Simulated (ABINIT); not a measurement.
Here is an ABINIT 10.8.3 (patched build) calculation.

run.abi

```
# Datasets: one volume each
ndtset 7
scalecart1 3*0.9795861087
scalecart2 3*0.9864848297
scalecart3 3*0.9932883884
scalecart4 3*1.0000000000
scalecart5 3*1.0066227096
scalecart6 3*1.0131594038
scalecart7 3*1.0196128224

# Pseudopotentials
pp_dirpath "./"
pseudos "Rh.GGA_PBE-JTH.xml"

# Structure
acell 2.6839652093 2.6839652093 2.6839652093 Angstrom
rprim
     0.0000000000     0.7071067812     0.7071067812
     0.7071067812     0.0000000000     0.7071067812
     0.7071067812     0.7071067812     0.0000000000
ntypat 1
znucl 45
natom 1
typat 1
xred
     0.0000000000     0.0000000000     0.0000000000

# Plane-wave basis
ecut 19.0
pawecutdg 38.0

# k points
kptopt 1
ngkpt 8 8 8
nshiftk 1
shiftk 0.0 0.0 0.0

# Exchange and correlation
ixc -497498
usekden 1
pawxcdev 0

# Bands and occupations
nband 13
occopt 3
tsmear 0.05 eV

# SCF cycle
nstep 100
tolvrs 1.0e-7

# Output
iomode 3
prtwf 0
prtden 0
prteig 0
prtebands 0
enunit 2
```

Potentials or basis: JTH PAW PBE v2.0.

Launch:

```bash
$ mpirun --bind-to none -np 4 abinit run.abi > log 2>&1
```

Task: Predict the pressure derivative of the bulk modulus.

Result: 4.5.

Task: Predict the bulk modulus.

Result: 283 GPa.

Energy against volume, from the lowest point:
```csv
volume (Å³/atom),energy (meV/atom)
12.851,65.91
13.125,31.84
13.398,10.35
13.671,0.09
13.945,0.00
14.218,9.04
14.492,26.05
```

Caveat: pressures at fixed basis lie under the slope of the energies; the PAW data sets were made with another functional, which shifts forces and pressure a little.

**What was measured.**

“Thermal equation of state of rhodium characterized by XRD in a resistively heated diamond anvil cell”, 2024, pmc:11535440 quotes, for a bulk crystal of Rh: bulk modulus 264 ± 1 GPa.

Against the measured bulk modulus of Rh, 264 GPa (quoted in “Thermal equation of state of rhodium characterized by XRD in a resistively heated diamond anvil cell”, 2024, pmc:11535440), the calculated 283 GPa is off by +7.1 %. The fit is for a static lattice scaled at fixed shape and fixed fractional positions.
